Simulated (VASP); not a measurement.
Crystal: Ir.

```
CELL_PARAMETERS angstrom
2.72141 0.00000 0.00000
-1.36071 2.35681 0.00000
0.00000 0.00000 4.41203
ATOMIC_POSITIONS crystal
Ir 0.33333 0.66667 0.25000
Ir 0.66667 0.33333 0.75000
```

This isn't the form of Ir at room conditions, which is fcc.

Base run:

| Item | Value |
| --- | --- |
| Program | VASP 6.6.1 |
| Functional | PBEsol |
| Potentials or basis | VASP PAW PBE potentials, release 64 (Ir) |
| Cutoff | 520 eV |
| k mesh | 18 × 18 × 10 |
| Occupations | gaussian, width 0.5 eV |
| Spin | no spin polarisation |

Its results: band gap on the k mesh none (metal or under the smearing width); pressure 1.4 GPa.

Problem. The run is repeated on the same cell with these changes: cutoff from 520 eV to 900 eV; occupations from gaussian, width 0.5 eV to gaussian, width 0.1 eV. What comes out?

Solution. Band gap on the k mesh none (metal or under the smearing width); pressure 0.0 GPa.

Caveats: the PAW data sets were made with another functional, which shifts forces and pressure a little.
